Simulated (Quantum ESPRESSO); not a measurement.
# Si (Im-3m) in Quantum ESPRESSO: notebook, part 3 of 3

Quantum ESPRESSO 7.5. The steps go on from the part before.

### Step 4. Phonons, rev-vdW-DF2

Input file pw.in:

```
&CONTROL
  calculation = 'scf'
  prefix = 'pwscf'
  outdir = './tmp'
  pseudo_dir = './pseudo'
  tprnfor = .true.
  tstress = .true.
  disk_io = 'low'
/
&SYSTEM
  ibrav = 0
  nat = 6
  ntyp = 1
  ecutwfc = 36
  nbnd = 19
  input_dft = 'vdw-df2-b86r'
  occupations = 'smearing'
  smearing = 'mp'
  degauss = 0.01999163
/
&ELECTRONS
  conv_thr = 1.2d-09
  electron_maxstep = 120
  mixing_beta = 0.5
/
ATOMIC_SPECIES
Si    28.0850 Si.upf
CELL_PARAMETERS angstrom
  -3.3360831900    3.3360831900    3.3360831900
   3.3360831900   -3.3360831900    3.3360831900
   3.3360831900    3.3360831900   -3.3360831900
ATOMIC_POSITIONS crystal
Si     0.5000000000    0.7500000000    0.2500000000
Si     0.2500000000    0.7500000000    0.5000000000
Si     0.2500000000    0.5000000000    0.7500000000
Si     0.5000000000    0.2500000000    0.7500000000
Si     0.7500000000    0.5000000000    0.2500000000
Si     0.7500000000    0.2500000000    0.5000000000
K_POINTS automatic
6 6 6 0 0 0
```

Input file scf2.in:

```
&CONTROL
  calculation = 'scf'
  prefix = 'pwscf'
  outdir = './tmp'
  pseudo_dir = './pseudo'
  tprnfor = .true.
  tstress = .true.
  disk_io = 'low'
/
&SYSTEM
  ibrav = 0
  nat = 6
  ntyp = 1
  ecutwfc = 36
  nbnd = 19
  input_dft = 'vdw-df2-b86r'
  occupations = 'smearing'
  smearing = 'mp'
  degauss = 0.01999163
/
&ELECTRONS
  conv_thr = 1d-13
  electron_maxstep = 120
  mixing_beta = 0.5
  startingpot = 'file'
  startingwfc = 'file'
/
ATOMIC_SPECIES
Si    28.0850 Si.upf
CELL_PARAMETERS angstrom
  -3.3360831900    3.3360831900    3.3360831900
   3.3360831900   -3.3360831900    3.3360831900
   3.3360831900    3.3360831900   -3.3360831900
ATOMIC_POSITIONS crystal
Si     0.5000000000    0.7500000000    0.2500000000
Si     0.2500000000    0.7500000000    0.5000000000
Si     0.2500000000    0.5000000000    0.7500000000
Si     0.5000000000    0.2500000000    0.7500000000
Si     0.7500000000    0.5000000000    0.2500000000
Si     0.7500000000    0.2500000000    0.5000000000
K_POINTS automatic
6 6 6 0 0 0
```

Input file ph.in:

```
phonons of Si
&INPUTPH
  prefix = 'pwscf'
  outdir = './tmp'
  tr2_ph = 1d-16
  fildyn = 'dyn'
  niter_ph = 60
  alpha_mix(1) = 0.4
/
0.0000000000 0.0000000000 0.0000000000
```

Input file dynmat.in:

```
&INPUT
  fildyn = 'dyn'
  asr = 'crystal'
  filout = 'dynmat.disp'
  fileig = 'dynmat.eig'
/
```

Potentials or basis: PseudoDojo 0.4.1 SR PBE standard.

The run is started by

```sh
OMP_NUM_THREADS=1 pw.x -in pw.in > pw.out
OMP_NUM_THREADS=1 pw.x -in scf2.in > scf2.out
OMP_NUM_THREADS=1 ph.x -in ph.in > ph.out
OMP_NUM_THREADS=1 dynmat.x -in dynmat.in > dynmat.out
```

pw.out:

```text
This program is part of the open-source Quantum ESPRESSO suite
     for quantum simulation of materials; please cite
         "P. Giannozzi et al., J. Phys.:Condens. Matter 21 395502 (2009);
         "P. Giannozzi et al., J. Phys.:Condens. Matter 29 465901 (2017);
         "P. Giannozzi et al., J. Chem. Phys. 152 154105 (2020);
     in publications or presentations arising from this work. More details at

     IMPORTANT: XC functional enforced from input :
     Exchange-correlation= VDW-DF2-B86R
                           (   1   4  26   0   2   0   0)
     Any further DFT definition will be discarded
     Please, verify this is what you really want

     Message from routine setup:
     using ibrav=0 with symmetry is DISCOURAGED, use correct ibrav instead

     G-vector sticks info
     --------------------
     sticks:   dense  smooth     PW     G-vecs:    dense   smooth      PW
     Sum        1279    1279    411                29101    29101    5425

     Using Slab Decomposition

     bravais-lattice index     =            0
     lattice parameter (alat)  =      10.9193  a.u.
     unit-cell volume          =    1002.2296 (a.u.)^3
     number of atoms/cell      =            6
     number of atomic types    =            1
     number of electrons       =        24.00
     number of Kohn-Sham states=           19
     kinetic-energy cutoff     =      36.0000  Ry
     charge density cutoff     =     144.0000  Ry
     scf convergence threshold =      1.2E-09
     mixing beta               =       0.5000
     number of iterations used =            8  plain     mixing
     Exchange-correlation= VDW-DF2-B86R
                           (   1   4  26   0   2   0   0)

     celldm(1)=  10.919339  celldm(2)=   0.000000  celldm(3)=   0.000000
     celldm(4)=   0.000000  celldm(5)=   0.000000  celldm(6)=   0.000000

     crystal axes: (cart. coord. in units of alat)
               a(1) = (  -0.577350   0.577350   0.577350 )
               a(2) = (   0.577350  -0.577350   0.577350 )
               a(3) = (   0.577350   0.577350  -0.577350 )

     reciprocal axes: (cart. coord. in units 2 pi/alat)
[... 75 lines left out ...]
     %  vdW-DF NEWS:                                                        %
     %                                                                      %
     %  * vdW-DF3 is now available. DOI: 10.1021/acs.jctc.0c00471           %
     %    use with input_dft = 'vdW-DF3-opt1' or 'vdW-DF3-opt2'             %
     %                                                                      %
     %  * Unscreened and range-separated hybrid vdW-DF-cx functionals       %
     %    DOI: 10.1063/1.4986522 and 10.1088/1361-648X/ac2ad2               %
     %    use with input_dft = 'vdW-DF-cx0'    and 'vdW-DF-ahcx'            %
     %  * Unscreened and range-separated hybrid vdW-DF2-b86r functionals    %
     %    DOI: 10.1063/1.4986522 and DOI: 10.1103/PhysRevX.12.041003        %
     %    use with input_dft = 'vdW-DF2-br0' and 'vdW-DF2-ahbr'             %
     %                                                                      %
     %%%%%%%%%%%%%%%%%%%%%%%%%%%%%%%%%%%%%%%%%%%%%%%%%%%%%%%%%%%%%%%%%%%%%%%%

     Starting wfcs are   24 randomized atomic wfcs

     Self-consistent Calculation

     iteration #  1     ecut=    36.00 Ry     beta= 0.50
     Davidson diagonalization with overlap
     ethr =  1.00E-02,  avg # of iterations =  3.8

     Threshold (ethr) on eigenvalues was too large:
     Diagonalizing with lowered threshold

     Davidson diagonalization with overlap
     ethr =  8.21E-04,  avg # of iterations =  1.9

     total energy              =     -50.71616297 Ry
     estimated scf accuracy    <       0.21497368 Ry
[... 5 lines left out ...]
     total energy              =     -50.72054694 Ry
     estimated scf accuracy    <       0.03054281 Ry

     iteration #  3     ecut=    36.00 Ry     beta= 0.50
     Davidson diagonalization with overlap
     c_bands:  1 eigenvalues not converged
     ethr =  1.27E-04,  avg # of iterations =  9.0

     total energy              =     -50.72344199 Ry
     estimated scf accuracy    <       0.00132520 Ry

     iteration #  4     ecut=    36.00 Ry     beta= 0.50
     Davidson diagonalization with overlap
     ethr =  5.52E-06,  avg # of iterations =  6.5
[... 32 lines left out ...]
     iteration #  9     ecut=    36.00 Ry     beta= 0.50
     Davidson diagonalization with overlap
     ethr =  7.40E-12,  avg # of iterations =  3.8

     End of self-consistent calculation

          k = 0.0000 0.0000 0.0000 (  3589 PWs)   bands (ev):

    -7.4675  -2.9131  -2.9131  -2.8011  -2.8011  -2.8011   1.4345   1.4345
     1.4345   2.2121   2.2121   2.2121   6.2747   6.2747   6.2747   6.5612
     7.2073   7.2073  10.0002
[... 87 lines left out ...]
    -5.9371  -5.9371  -3.4601  -3.4601  -3.4601  -1.2759   2.4749   2.4749
     2.4749   4.2999   4.2999   4.2999   4.6284   4.6284   4.6284   6.7059
     7.5499   7.9239   8.6363

     the Fermi energy is     4.3063 ev

!    total energy              =     -50.72368485 Ry
     estimated scf accuracy    <          7.5E-11 Ry
     smearing contrib. (-TS)   =       0.00041885 Ry
     internal energy E=F+TS    =     -50.72410370 Ry

     The total energy is F=E-TS. E is the sum of the following terms:
     one-electron contribution =       1.09710420 Ry
     hartree contribution      =       8.43379364 Ry
     xc contribution           =     -18.51020145 Ry
     ewald contribution        =     -41.74480009 Ry

     convergence has been achieved in   9 iterations

     Forces acting on atoms (cartesian axes, Ry/au):

     atom    1 type  1   force =     0.00000000   -0.00000000    0.00000000
     atom    2 type  1   force =     0.00000000    0.00000000    0.00000000
     atom    3 type  1   force =     0.00000000    0.00000000    0.00000000
     atom    4 type  1   force =     0.00000000   -0.00000000    0.00000000
     atom    5 type  1   force =     0.00000000    0.00000000   -0.00000000
     atom    6 type  1   force =     0.00000000    0.00000000    0.00000000

     Total force =     0.000000     Total SCF correction =     0.000000

     Computing stress (Cartesian axis) and pressure

          total   stress  (Ry/bohr**3)                   (kbar)     P=       18.40
   0.00012510   0.00000000   0.00000000           18.40        0.00        0.00
   0.00000000   0.00012510   0.00000000            0.00       18.40        0.00
   0.00000000   0.00000000   0.00012510            0.00        0.00       18.40

=------------------------------------------------------------------------------=
   JOB DONE.
=------------------------------------------------------------------------------=
```

It took 13 min on 1 thread of Intel Xeon Platinum 8488C (Sapphire Rapids), shared host; peak memory 0.24 GiB.

What came out:

```yaml
Free_energy: -690.1309 eV
Pressure_after_relaxing: 1.8 GPa
Band_gap_on_the_k_mesh: none (metal or under the smearing width)
Highest_phonon_frequency_at_Γ: 485 cm⁻¹
Most_unstable_mode: 25i cm⁻¹
```

Levels at points of the mesh, in eV from the Fermi level:
```csv
k point,band 9,band 10,band 11,band 12,band 13,band 14,band 15,band 16
"(0.00, 0.00, 0.00)",-2.87,-2.09,-2.09,-2.09,1.97,1.97,1.97,2.25
"(0.00, 0.00, -0.50)",-3.20,-2.08,-1.31,-0.70,1.18,2.08,2.64,2.79
"(-0.50, -0.50, -0.50)",-1.83,-0.01,-0.01,-0.01,0.32,0.32,0.32,2.40
```

Phonon frequencies in cm⁻¹ (negative: imaginary):
| q point | frequencies |
| --- | --- |
| (0.000, 0.000, 0.000) | -25 -25 -25 -2 -2 -2 193 366 366 366 428 428 428 468 468 468 485 485 |

Optical modes at Γ, degenerate ones joined:
```
cm⁻¹  components  symmetry  active in
 25i           3       T1g     silent
 193           1       A2g     silent
 366           3       T2u     silent
 428           3       T2g      Raman
 468           3       T1u         IR
 485           2        Eg      Raman
```

Caveat: the potentials were made for another functional, which shifts forces and pressure; some modes are imaginary.

### Step 5. Overview

| level | smearing | gap on the mesh (eV) | pressure (GPa) |
| --- | --- | --- | --- |
| PBE | gaussian 0.2 eV | 0.16 | 0.0 |
| PBE | methfessel-paxton 0.2 eV | 0.11 | 1.9 |
| rev-vdW-DF2 | methfessel-paxton 0.272 eV | none | 1.8 |

Alike in all rows: task phonons; potentials or basis PseudoDojo 0.4.1 SR PBE standard; no spin polarisation; cell relaxed; k mesh 6 × 6 × 6; cutoff (eV) 490.

Caveats: the gap is small at this level, which inflates the dielectric constant (some runs); the gap on the mesh is small and may close between mesh points, in which case fixed occupations spoil the response (some runs); on a mesh that holds Γ this program's dielectric tensor can be off by some percent beyond the error of the mesh (some runs); this smearing can shift energies of a crystal with a gap (some runs); the potentials were made for another functional, which shifts forces and pressure (some runs); some modes are imaginary (some runs).

Total energies depend on the potentials used, so only differences within one code and one set of settings carry meaning.
